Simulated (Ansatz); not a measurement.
# Se: a trial structure relaxed

Where does Se go from the start given, Hg type (P6/mmm, No. 191)?

Computed with Ansatz 0.2.0 (DFT PBE, scalar-relativistic, plane waves, PAW, unless a step's input says otherwise).

## 1. The system as given

Symmetry: P6/mmm, No. 191, hexagonal system. The conventional cell has a = 4.685 Å, b = 4.685 Å, c = 3.994 Å, α = 90.00°, β = 90.00°, γ = 120.00°. Se (site symmetry -6m2) is surrounded by 3 Se at 2.70 Å. Se (site symmetry 6/mmm) has 12 Se at 3.36 Å as nearest neighbours.

As a file:

```cif
data_structure
_symmetry_space_group_name_H-M 'P6/mmm'
_symmetry_Int_Tables_number 191
_cell_length_a 4.6850
_cell_length_b 4.6850
_cell_length_c 3.9936
_cell_angle_alpha 90.000
_cell_angle_beta 90.000
_cell_angle_gamma 120.000
_cell_volume 75.91
loop_
_atom_site_label
_atom_site_type_symbol
_atom_site_symmetry_multiplicity
_atom_site_Wyckoff_symbol
_atom_site_fract_x
_atom_site_fract_y
_atom_site_fract_z
_atom_site_occupancy
Se1 Se 2 d 0.33333 0.66667 0.50000 1
Se2 Se 1 a 0.00000 0.00000 0.00000 1
```

(A quick probe on a coarse mesh, which set the mesh and smearing, is not shown.)

## 3. A loose first relaxation

The input, input.yaml:

```yaml
crystal:
  lattice:
    - [4.6849931663, 0.0, 0.0]
    - [-2.3424965832, 4.0573230985, 0.0]
    - [0.0, 0.0, 3.9935937188]
  atoms:
    - { symbol: Se, position: [0.3333333333, 0.6666666667, 0.5] }
    - { symbol: Se, position: [0.0, 0.0, 0.0] }
    - { symbol: Se, position: [0.6666666667, 0.3333333333, 0.5] }
basis:
  ecutwfc: 420
kpoints:
  mp_grid: { grid: [6, 6, 4] }
hamiltonian:
  xc: pbe
scf:
  occupations: { method: gaussian, width: 0.1 }
  lower_state_search: "off"
output:
  forces: true
  stress: true
  eigenvalues: true
relax:
  adjacent_minimum: "off"
  f_tol: 0.04
  max_steps: 70
  cell: { stress_tol: 0.4 }
```

Further runs follow: rough relaxation on the coarse mesh; full relaxation.

Q: Predict the outcome of this session.

**Answer**, as computed:

```
       quantity                                                                       value
           cell  a = 4.661 Å, b = 4.661 Å, c = 3.416 Å, α = 90.00°, β = 90.00°, γ = 120.00°
    space group                                                            P6/mmm (No. 191)
         volume                                                               21.43 Å³/atom
gap on the mesh                                                                none (metal)
```

In words: The space group stayed P6/mmm, and from the first guess the volume went from 25.30 to 21.43 Å³/atom. Spin polarisation is off in the runs that give these values; a magnetic solution could lie lower.
